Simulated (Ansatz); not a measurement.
Write the native input for Ansatz 0.2.0 that does the following.

| Item | Value |
| --- | --- |
| Task | single point |
| Functional | PBEsol |
| Potentials or basis | Ansatz PAW |
| Cutoff | 420 eV (not typed: the program's choice for these potentials) |
| k mesh | 7 × 7 × 1 |
| Occupations | fermi-dirac, width 0.05 eV |
| Spin | no spin polarisation |
| Hubbard terms | Mo d U = 5 eV |
| Hubbard projectors | ortho-atomic (the default) |
| Double counting | fll (the default) |

Slab: Te2Mo, a slab with vacuum.

```
Te Mo
1.0
     3.56138    0.00000    0.00000
    -1.78069    3.08425    0.00000
     0.00000    0.00000   38.99027
Te Mo
8 4
Cartesian
  0.0000 2.0562 12.7975
  0.0000 2.0562 37.1116
  1.7807 1.0281 5.4618
  1.7807 1.0281 29.7742
  1.7807 1.0281 1.8786
  1.7807 1.0281 26.1928
  0.0000 2.0562 9.2161
  0.0000 2.0562 33.5285
  1.7807 1.0281 11.0084
  1.7807 1.0281 35.3197
  0.0000 2.0562 3.6706
  0.0000 2.0562 27.9818
```

The input as run:

input.yaml

```yaml
crystal:
  lattice:
    - [3.5613831954, 0.0, 0.0]
    - [-1.7806915977, 3.0842483198, 0.0]
    - [0.0, 0.0, 38.99026814]
  atoms:
    - { symbol: Te, position: [0.3333333333, 0.6666666667, 0.32822317] }
    - { symbol: Te, position: [0.3333333333, 0.6666666667, 0.95181809] }
    - { symbol: Te, position: [0.6666666667, 0.3333333333, 0.14008092] }
    - { symbol: Te, position: [0.6666666667, 0.3333333333, 0.76363067] }
    - { symbol: Te, position: [0.6666666667, 0.3333333333, 0.04818191] }
    - { symbol: Te, position: [0.6666666667, 0.3333333333, 0.67177683] }
    - { symbol: Te, position: [0.3333333333, 0.6666666667, 0.23636933] }
    - { symbol: Te, position: [0.3333333333, 0.6666666667, 0.85991908] }
    - { symbol: Mo, position: [0.6666666667, 0.3333333333, 0.282338] }
    - { symbol: Mo, position: [0.6666666667, 0.3333333333, 0.90585884] }
    - { symbol: Mo, position: [0.3333333333, 0.6666666667, 0.09414116] }
    - { symbol: Mo, position: [0.3333333333, 0.6666666667, 0.717662] }
hamiltonian:
  xc: pbesol
  pseudopotentials: { kind: paw }
  hubbard: { sites: [{ species: Mo, l: d, u_eff: 5.0 }] }
kpoints:
  mp_grid: { grid: [7, 7, 1] }
scf:
  occupations: { method: fermi_dirac, width: 0.05 }
output:
  forces: true
  stress: true
  eigenvalues: true
```

Potentials or basis: Ansatz PAW.

Run with:

```bash
$ ansatz run input.yaml --threads 4 --pin off --max-ram 11264MiB --backend cpu --events-out ev --progress --plain --runs-dir out
```

It gave:

```yaml
Largest_force: 0.272 eV/Å
Band_gap_on_the_k_mesh: 1.11 eV, indirect (least direct gap 1.15 eV)
```

Caveat: odd divisions of the mesh miss points on the zone boundary, where band edges often lie, so the gap on the mesh can be too wide; spin-orbit coupling is left out, which moves the levels of the heavy elements; the PAW data sets come from PBE, with cores solved anew for the run's functional, which leaves a small shift of forces and pressure; the U is typed as a test and isn't derived for this compound.

Run time: 15 s on 4 threads of AMD EPYC 7R43 64-Core Processor (Zen 3), on a shared host, peak memory 1.5 GiB.
